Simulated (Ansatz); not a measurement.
**How far is PAW off for PbS?**

```
Pb S
1.0
     3.02872   -2.98700    0.00000
     3.02872    2.98700    0.00000
    -1.11245    0.00000   11.70929
Pb S
2 2
Cartesian
  3.9902 0.0000 7.4516
  0.9548 0.0000 4.2577
  0.9599 0.0000 7.0092
  3.9851 0.0000 4.7001
```

Atom numbers follow the list: Pb1, Pb2, S3, S4.

The cell is COD entry 2106944, as deposited and not checked against the literature; nothing was relaxed. The listed cell was then made from it by scaling, straining or moving an atom.

No spin–orbit coupling, which matters for the heavy atoms here.

Levels of theory: DFT, PBE, PAW with Ansatz's default frozen-core files, scalar-relativistic (Ansatz 0.2.0); DFT, PBE, all-electron LAPW, scalar-relativistic (Ansatz 0.2.0).

For PAW: a Γ-centred 7×7×3 k mesh, Fermi–Dirac smearing of 0.01 eV, cutoff 420 eV, no spin polarisation. LAPW targets a basis error of 0.5 meV/atom. The Ansatz runs share mesh, smearing and spin set-up. Plane-wave (PAW) pressures include the program's estimate of the Pulay term.

Stress and pressure are positive in compression.

The change that made this cell: equal xx and yy strain of +3 %.

PAW results:

```json
{"quantity": "pressure (GPa)", "PAW": "-1.32"}
{"quantity": "stress xx (GPa)", "PAW": "-1.42"}
{"quantity": "stress yy (GPa)", "PAW": "-0.81"}
{"quantity": "stress zz (GPa)", "PAW": "-1.73"}
{"quantity": "force on Pb1, z (eV/Å)", "PAW": "-0.685"}
{"quantity": "force on S3, z (eV/Å)", "PAW": "-0.043"}
{"quantity": "band gap (eV)", "PAW": "1.542"}
```

What does LAPW (all electrons) give for the same quantities?


| quantity | LAPW |
| --- | --- |
| pressure (GPa) | -1.32 |
| stress xx (GPa) | -1.41 |
| stress yy (GPa) | -0.81 |
| stress zz (GPa) | -1.73 |
| force on Pb1, z (eV/Å) | -0.684 |
| force on S3, z (eV/Å) | -0.043 |
| band gap (eV) | 1.511 |
